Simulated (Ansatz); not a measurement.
In doubt: masses and optical values from hybrid runs of this build are listed as unsure (in some of the runs), which bears on the screening that GW takes from such a start.

System: Boron (R-3m, 12 atoms a cell).

```cif
data_structure
_symmetry_space_group_name_H-M 'P 1'
_symmetry_Int_Tables_number 1
_cell_length_a 5.0643
_cell_length_b 5.0643
_cell_length_c 5.0643
_cell_angle_alpha 58.096
_cell_angle_beta 58.096
_cell_angle_gamma 58.096
_cell_volume 87.83
loop_
_atom_site_label
_atom_site_type_symbol
_atom_site_fract_x
_atom_site_fract_y
_atom_site_fract_z
_atom_site_occupancy
B1 B 0.01019 0.65361 0.01019 1
B2 B 0.01019 0.01019 0.65361 1
B3 B 0.65361 0.01019 0.01019 1
B4 B 0.98981 0.34639 0.98981 1
B5 B 0.34639 0.98981 0.98981 1
B6 B 0.98981 0.98981 0.34639 1
B7 B 0.22118 0.63060 0.22118 1
B8 B 0.22118 0.22118 0.63060 1
B9 B 0.63060 0.22118 0.22118 1
B10 B 0.77882 0.36940 0.77882 1
B11 B 0.36940 0.77882 0.77882 1
B12 B 0.77882 0.77882 0.36940 1
```

The cell and positions come from the Crystallography Open Database and are kept as given unless a step says otherwise. PAW set soft_2, made with PBE.

Gaps computed with Ansatz 0.2.0 without a self-energy: HSE06 2.01 eV, r2SCAN 1.53 eV and PBE0 2.68 eV.

**Question.** What gap should G0W0 on HSE06 give (4×4×4 mesh, 366 empty bands, screening to 150 eV, default PAW files)?

About 2.13 eV: on its mesh the run moves the gap from 2.01 eV by +0.12 eV. Among the scalar-relativistic levels given, HSE06 is nearest (−0.12 eV). Bands and cutoff are finite, so the gap is not at the basis limit. The miss can reach some tenths of an eV and take either sign; the mesh is an error of its own.

[Paths, hosts, dates, memory and timing lines, banners, echoed tables and standing remarks are left out of the program output.]

[Logs are printed without paths, hosts, clocks, repeated set-up lines and the standing remarks that a program may print on its own settings, such as how far it seeks lower states.]

[Runs of the session that timed out or met a known fault of the program may be left out.]

[Cells called generated may have been cut or substituted from an entry of the Crystallography Open Database or the Materials Project.]

[Hosts, paths, dates, database ids (printed as entryN), source tags and the programs' standing remarks are cut or masked in the printed files.]
